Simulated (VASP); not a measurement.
The system is GaSb.

```xyz
2
Lattice="0.0000 3.0590 3.0590 3.0590 0.0000 3.0590 3.0590 3.0590 0.0000" Properties=species:S:1:pos:R:3 pbc="T T T"
Sb    4.5885    4.5885    4.5885
Ga    0.0000    0.0000    0.0000
```

- Program: VASP 6.6.1
- Task: relaxation of cell and atoms
- Functional: PBE
- Dispersion: D3
- Potentials or basis: VASP PAW PBE potentials, release 64 (Sb, Ga_d)
- Cutoff: 600 eV
- k mesh: 8 × 8 × 8
- Occupations: fermi-dirac, width 0.05 eV
- Spin: no spin polarisation

At the start: pressure 1.3 GPa; volume 28.62 Å³/atom.

**Question.** How do energy, volume and symmetry change on relaxing?

**Answer.** Over 3 steps the energy falls by 3.1 meV/atom and the volume is 29.38 Å³/atom (+2.7 %); space group F-43m (No. 216, to 0.05 Å).

The path:
```
step  energy change (eV)  largest force (eV/Å)  pressure (GPa)  volume (Å³)
   1              0.0000                0.0000            1.32        57.25
   2             -0.0056                0.0000           -0.37        59.23
   3             -0.0062                0.0000           -0.01        58.77
```

Final structure:
```
Sb Ga
1.0
     0.00000    3.08580    3.08580
     3.08580    0.00000    3.08580
     3.08580    3.08580    0.00000
Sb Ga
1 1
Cartesian
  4.6287 4.6287 4.6287
  0.0000 0.0000 0.0000
```

Caveat: pairwise dispersion overbinds metals, which lowers pressure and volume.
